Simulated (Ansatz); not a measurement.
**Stability checks on a candidate for SiNi2**

It was relaxed at this level from a cell as deposited in COD.

Computed with Ansatz, DFT PBE, scalar-relativistic, plane waves, PAW. Cutoff 420 eV, Γ-centred 12×12×8 mesh (6-atom cell), Gaussian smearing of 0.10 eV, no spin polarisation.

```yaml
crystal:
  lattice:
    - [3.91193, 0.00000, 0.00000]
    - [-1.95596, 3.38783, 0.00000]
    - [0.00000, 0.00000, 4.99145]
  atoms:
    - { symbol: Si, position: [0.33333, 0.66667, 0.75000] }
    - { symbol: Si, position: [0.66667, 0.33333, 0.25000] }
    - { symbol: Ni, position: [0.00000, 0.00000, 0.00000] }
    - { symbol: Ni, position: [0.00000, 0.00000, 0.50000] }
    - { symbol: Ni, position: [0.33333, 0.66667, 0.25000] }
    - { symbol: Ni, position: [0.66667, 0.33333, 0.75000] }
```

Energies over the elements count from the elements' standard structures at the same level, with no fitted energy shifts.

Question: These tests were run: energy against the elements; random kick, then relaxation without symmetry; phonons at Γ. What do they show?

Answer:

| test | result |
| --- | --- |
| energy against the elements | −0.50 eV/atom |
| random kick, then relaxation without symmetry | returns |
| phonons at Γ | lowest optical mode 121 cm⁻¹ |

It fails none of these tests. Competing phases weren't compared here. Phonons away from Γ weren't computed.

Trial moments died out on the coarse mesh, so the last step has no spin; another magnetic start might hold. The kick test ran on a coarse mesh. The run for the phonons used a 12×12×8 k mesh and Fermi–Dirac smearing of 0.15 eV.
